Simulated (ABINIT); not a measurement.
AlN:

```
Al N
1.0
     0.00000    2.18399    2.18399
     2.18399    0.00000    2.18399
     2.18399    2.18399    0.00000
Al N
1 1
Direct
  0.00000 0.00000 0.00000
  0.25000 0.25000 0.25000
```

Measurements of this composition are mostly on another form, of space group No. 186.

Base run:

| Item | Value |
| --- | --- |
| Program | ABINIT 10.8.3 (patched build) |
| Functional | PBE |
| Potentials or basis | PseudoDojo NC SR PBE v0.5 standard |
| Cutoff | 1143 eV |
| k mesh | 8 × 8 × 8 |
| Occupations | fermi-dirac, width 0.05 eV |
| Spin | no spin polarisation |

Its results: band gap on the k mesh 3.32 eV, indirect (least direct gap 4.19 eV); pressure 4.5 GPa.

Problem. The run is repeated on the same cell with these changes: potentials or basis from PseudoDojo NC SR PBE v0.5 standard to PseudoDojo NC SR PBE v0.4.1 standard; cutoff from 1143 eV to 980 eV. What comes out?

Solution. Band gap on the k mesh 3.32 eV, indirect (least direct gap 4.19 eV); pressure 4.1 GPa.

Caveats: the cutoff is short for stress, so the pressure is rough (some runs).

A k mesh can miss the band edges.
